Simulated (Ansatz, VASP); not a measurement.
## One calculation of GaP2, two programs

```
Ga P
1.0
     3.43431    0.00000    0.00000
    -1.71716    2.97420    0.00000
     0.00000    0.00000    9.84988
Ga P
2 4
Direct
  0.00000 0.00000 0.25000
  0.00000 0.00000 0.75000
  0.33333 0.66667 0.43347
  0.66667 0.33333 0.93347
  0.33333 0.66667 0.06653
  0.66667 0.33333 0.56653
```

Change from the starting cell: species swapped into the EuIn2 type (P6_3/mmc, No. 194).

Alike in both runs: functional PBE; k mesh 12 × 12 × 4; occupations gaussian, width 0.1 eV; no spin polarisation.

Ansatz relaxed the structure, and its values are those at the end. VASP's run is a single point on that final structure, the one shown.

|  | VASP | Ansatz |
| --- | --- | --- |
| version | VASP 6.6.1 | Ansatz 0.2.0 |
| potentials or method | VASP PAW PBE potentials, release 64 (Ga_d, P) | scalar-relativistic, plane waves, PAW |
| plane-wave cutoff (eV) | 520 | 420 |
| valence electrons in the cell | 46 | 46 |

VASP gave:

- gap on the k mesh at the Fermi level (eV): none
- pressure (GPa): 0.0
- rms of the force components (eV/Å): 0.015

Problem. Estimate Ansatz's values.

Solution. gap on the k mesh at the Fermi level (eV): none; pressure (GPa): 0.0; rms of the force components (eV/Å): 0.000.

A gap of «none» marks a metal or a gap that the smearing closes.
